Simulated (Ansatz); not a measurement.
HfN: computed properties

Computed with DFT PBEsol, scalar-relativistic, plane waves, PAW in Ansatz 0.2.0.

Settings: cutoff 420 eV, Γ-centred mesh 16×16×16 on the computed 2-atom cell, Gaussian smearing of 0.10 eV; no spin polarisation.

The structure is relaxed at this level of theory with its symmetry kept.

```
Hf N
1.0
     0.00000    2.25087    2.25087
     2.25087    0.00000    2.25087
     2.25087    2.25087    0.00000
Hf N
1 1
Cartesian
  0.0000 0.0000 0.0000
  2.2509 2.2509 2.2509
```

```
Space group                                                       : Fm-3m (No. 225)
Volume per atom                                                   : 11.40 Å³
Formation energy from the elements' standard states (uncorrected) : -1.876 eV/atom
Kohn–Sham band gap                                                : none (metal)
Density of states at the Fermi level                              : 0.60 states/eV per cell
Löwdin character within 0.5 eV of the Fermi level                 : Hf 5d 76 %, N 2p 19 %
Bulk modulus                                                      : 284 GPa
Its pressure derivative                                           : 4.3
Bader charges (e)                                                 : Hf (1 in the cell) 1.90, N (1 in the cell) -1.90
```

Spin-orbit coupling is left out, which matters for the bands of heavy elements. Spin polarisation was left out, and a magnetic state may lie lower.